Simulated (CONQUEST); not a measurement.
Cd under changes of volume

One of the cells (22.724 Å³/atom); the others are scaled copies at fixed shape and fractional positions:

```
CELL_PARAMETERS angstrom
3.56864 0.00000 0.00000
0.00000 3.56864 0.00000
0.00000 0.00000 3.56864
ATOMIC_POSITIONS crystal
Cd 0.00000 0.00000 0.00000
Cd 0.50000 0.50000 0.50000
```

This isn't the form of Cd at room conditions, which is hcp.

- Program: CONQUEST 1.3
- Functional: PBE
- Potentials or basis: PseudoDojo NC PBE, DZP, grid of 36 × 36 × 36 points
- k mesh: 8 × 8 × 8
- Occupations: fermi-dirac, width 0.05 eV
- Spin: no spin polarisation

```csv
volume (Å³/atom),energy over the lowest point (meV/atom),pressure (GPa)
21.360,34.49,5.0
21.815,?,?
22.269,12.82,2.4
22.724,6.40,1.8
23.178,2.65,1.0
23.633,0.00,1.0
24.087,0.27,-1.8
```

Task: What does the run at 21.815 Å³/atom give?

Result: Energy over the lowest point 21.68 meV/atom; pressure 3.8 GPa.

Worked out: A Birch-Murnaghan fit of order 3 (a polynomial in V^(-2/3)) to the other rows has its minimum at 23.91 Å³/atom with B0 = V·E''(V) = 31 GPa and B' = 6.3. It gives 22.11 meV/atom at 21.815 Å³/atom, against the run's 21.68, and -dE/dV = 3.8 GPa, against 3.8.

Energies are extrapolated to zero smearing.

Caveats: the basis of atomic orbitals isn't converged, which shifts pressures, moduli and gaps.
